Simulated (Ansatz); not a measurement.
## Equation of state of CdI$_{2}$

```
CELL_PARAMETERS angstrom
4.24400 0.00000 0.00000
-2.12200 3.67541 0.00000
0.00000 0.00000 6.85900
ATOMIC_POSITIONS crystal
Cd 0.00000 0.00000 0.00000
I 0.33333 0.66667 0.24920
I 0.66667 0.33333 0.75080
```

The cell is COD entry 1539851, as deposited and not checked against the literature; nothing was relaxed. It differs from other determinations.

Spin–orbit coupling is left out, though it moves levels of the heavy atoms by tenths of an eV or more.

Levels of theory: DFT, PBEsol, all-electron LAPW, scalar-relativistic (Ansatz 0.2.0); DFT, PBEsol, PAW with Ansatz's default frozen-core files, scalar-relativistic (Ansatz 0.2.0).

For LAPW: a Γ-centred 8×8×5 k mesh, Fermi–Dirac smearing of 0.03 eV, basis error target 0.5 meV/atom, no spin polarisation. PAW takes a cutoff of 420 eV at this cell (files made with PBE, cores remade for this functional). The Ansatz runs share mesh, smearing and spin set-up. Plane-wave (PAW) pressures include the program's estimate of the Pulay term.

The cell above is scaled evenly, with fractional coordinates and shape held.

| V/V(cell) | V (Å³/atom) | P, LAPW (GPa) | P, PAW (GPa) | gap on the k mesh, LAPW (eV) | free energy over the lowest listed, PAW (meV/atom) |
| --- | --- | --- | --- | --- | --- |
| 0.9400 | 33.523 | 1.99 | 1.98 | 2.34 | 10.1 |
| 0.9600 | 34.237 | 1.10 | 1.09 | 2.33 | 3.3 |
| 0.9800 | 34.950 | 0.31 | 0.30 | 2.31 | 0.3 |
| 0.9900 | 35.307 | -0.06 | -0.06 | 2.31 | 0.0 |
| 1.0000 | 35.663 | -0.40 | -0.40 | 2.30 | 0.5 |
| 1.0100 | 36.020 | -0.72 | -0.72 | 2.29 | 1.8 |
| 1.0200 | 36.377 | -1.02 | -1.02 | 2.28 | 3.7 |
| 1.0400 | 37.090 | -1.57 | -1.57 | 2.24 | 9.5 |
| 1.0600 | 37.803 | -2.05 | -2.06 | 2.19 | 17.6 |

Problem. What do Birch–Murnaghan fits to the pressures give?

Solution. LAPW: V0 = 35.25 Å³/atom, B0 = 35 GPa, B0′ = 5.0; PAW: V0 = 35.24 Å³/atom, B0 = 35 GPa, B0′ = 5.0.

PAW's V0 lies -0.02 % from the all-electron value and its B0 0.1 %. With shape and internal coordinates held, B0 is an upper bound to the relaxed modulus.
